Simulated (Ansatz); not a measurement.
PbTe on the sites of rhombohedral GeTe (relaxed group R3m) was relaxed with 3 functionals in the plane-wave code Ansatz, cell and atoms free, the symmetry of the start kept (meshes: PBE 6×6×6, r2SCAN 6×6×6, PBEsol 6×6×6). Spin-unpolarised throughout. Whether this structure exists isn't addressed.

The PBE result:
```cif
data_structure
_symmetry_space_group_name_H-M 'R3m:H'
_symmetry_Int_Tables_number 160
_cell_length_a 4.6474
_cell_length_b 4.6474
_cell_length_c 11.3863
_cell_angle_alpha 90.000
_cell_angle_beta 90.000
_cell_angle_gamma 120.000
_cell_volume 212.98
loop_
_atom_site_label
_atom_site_type_symbol
_atom_site_symmetry_multiplicity
_atom_site_Wyckoff_symbol
_atom_site_fract_x
_atom_site_fract_y
_atom_site_fract_z
_atom_site_occupancy
Pb1 Pb 3 a 0.66667 0.33333 0.32507 1
Te1 Te 3 a 0.33333 0.66667 0.15393 1
```

Space group R3m (No. 160), trigonal; conventional cell a = 4.647 Å, c = 11.386 Å, 35.50 Å³ an atom. Pb is surrounded by 6 Te at 3.26–3.32 Å; Te is surrounded by 6 Pb at 3.26–3.32 Å.

(1) Order the functionals by the relaxed volume, smallest first.
A. PBE
B. PBEsol
C. r2SCAN

(2) How does the cell change with PBEsol?

(3) What lattice does r2SCAN give?

(4) Held at the r2SCAN cell, what mean stress does PBE find, and does its sign point to its own minimum?

## Answers

(1) B (33.44 Å³/atom), C (34.92 Å³/atom), A (35.50 Å³/atom).

(2) a = 4.555 Å, c = 11.168 Å; the volume differs by -5.8 % from PBE's. Pb has 6 Te at 3.22–3.23 Å; Te has 6 Pb at 3.22–3.23 Å.

(3) a = 4.621 Å, c = 11.330 Å; the volume differs by -1.6 % from PBE's. Around Pb lie 6 Te at 3.24–3.30 Å; around Te lie 6 Pb at 3.24–3.30 Å.

(4) Yes. PBE +0.62 GPa, and its relaxed volume is +1.6 % from r2SCAN's. Compression counts positive, so a positive stress asks for a larger cell.
